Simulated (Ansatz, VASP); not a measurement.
Two plane-wave programs on Ru

INCAR

```
SYSTEM = Ru
PREC = Accurate
ENCUT = 520
EDIFF = 1E-6
ISMEAR = 0
SIGMA = 0.15
LREAL = .False.
LASPH = .True.
NELM = 80
ALGO = Fast
ISIF = 2
LWAVE = .False.
LCHARG = .False.
GGA = PS
NBANDS = 21
```

KPOINTS

```
regular mesh
0
Gamma
  18 18 10
  0 0 0
```

POSCAR

```
Ru
1.0
    2.7650000000      0.0000000000      0.0000000000
   -1.3825000000      2.3945602415      0.0000000000
    0.0000000000      0.0000000000      4.4565000000
Ru
2
Direct
    0.3333333333      0.6666666667      0.2500000000
    0.6666666667      0.3333333333      0.7500000000
```

Input for Ansatz:

```yaml
crystal:
  lattice:
    - [2.765, 0.0, 0.0]
    - [-1.3825, 2.3945602415, 0.0]
    - [0.0, 0.0, 4.4565]
  atoms:
    - { symbol: Ru, position: [0.3333333333, 0.6666666667, 0.25] }
    - { symbol: Ru, position: [0.6666666667, 0.3333333333, 0.75] }
basis:
  ecutwfc: 420
kpoints:
  mp_grid: { grid: [18, 18, 10] }
hamiltonian:
  xc: pbesol
  pseudopotentials: { kind: paw, azcp: { folder: soft_1 } }
scf:
  occupations: { method: gaussian, width: 0.15 }
output:
  forces: true
  stress: true
  eigenvalues: true
```

Alike in both runs: task single point; functional PBEsol; k mesh 18 × 18 × 10; occupations gaussian, width 0.15 eV; no spin polarisation.

```csv
,VASP,Ansatz
version,VASP 6.6.1,Ansatz 0.2.0
potentials or method,"VASP PAW PBE potentials, release 64 (Ru_pv)","scalar-relativistic, plane waves, PAW"
plane-wave cutoff (eV),520,420
valence electrons in the cell,28,32
```

|  | VASP | Ansatz | Ansatz less VASP |
| --- | --- | --- | --- |
| gap on the k mesh at the Fermi level (eV) | none | none | - |
| pressure (GPa) | -27.9 | -27.8 | +0.13 |
| largest component of the traceless stress (GPa) | 5.53 | 5.54 | +0.010 |

A gap of «none» marks a metal or a gap that the smearing closes. The two sets of potentials don't hold the same shells in valence. Ansatz warned: «pseudo_functional_mismatch».

Caveats: so large a pressure means that the cell lies far from this level's equilibrium, or that cutoff or potentials fall short (VASP); the potentials were made for another functional, which shifts forces and pressure (VASP).
